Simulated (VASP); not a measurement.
## TaN in VASP: convergence with ENCUT

TaN:

```
Ta N
1.0
     2.92177    0.00000    0.00000
    -1.46088    2.53033    0.00000
     0.00000    0.00000    5.91652
Ta N
2 2
Direct
  0.99582 0.00253 0.49716
  0.99325 0.99462 0.99747
  0.33257 0.66773 0.25089
  0.67387 0.33333 0.74963
```

The cell comes from a database or a generator and needn't be the stable form of this composition.

The cell isn't the ideal one: atoms moved at random, drawn with an rms of 0.02 Å.

| Property | Result |
| --- | --- |
| Program | VASP 6.6.1 |
| Task | single point |
| Functional | r2SCAN |
| Potentials or basis | VASP PAW PBE potentials, release 64 (Ta_pv, N) |
| Cutoff | 400 eV |
| k mesh | 7 × 7 × 4 |
| Occupations | gaussian, width 0.02 eV |
| Spin | no spin polarisation |

These are the settings of the first run; the series varies ENCUT, with any setting tied to it.

Hardware: 1 thread of AMD EPYC 7R43 64-Core Processor (Zen 3), on a shared host.

```
 ENCUT  energy less the tightest run, at zero smearing (meV/atom)  largest force (eV/Å)  SCF cycles  CPU time (s)  peak memory (GiB)
400 eV                                                       6.90                 0.352          15           580               0.15
450 eV                                                       2.17                 0.349          21           670               0.16
500 eV                                                       0.55                 0.349          20           900               0.19
600 eV                                                       0.00                 0.349          20           800               0.21
```

Against the tightest run, the energy stays within 1 meV/atom from 500 eV on; the largest force stays within 0.005 eV/Å from 400 eV on. The tightest run that finished is the yardstick and may itself not be fully converged.

Caveat, for the tightest run too: the PAW data sets were made with another functional, which shifts forces and pressure a little. Spin-orbit coupling is left out, which matters for the levels of Ta.
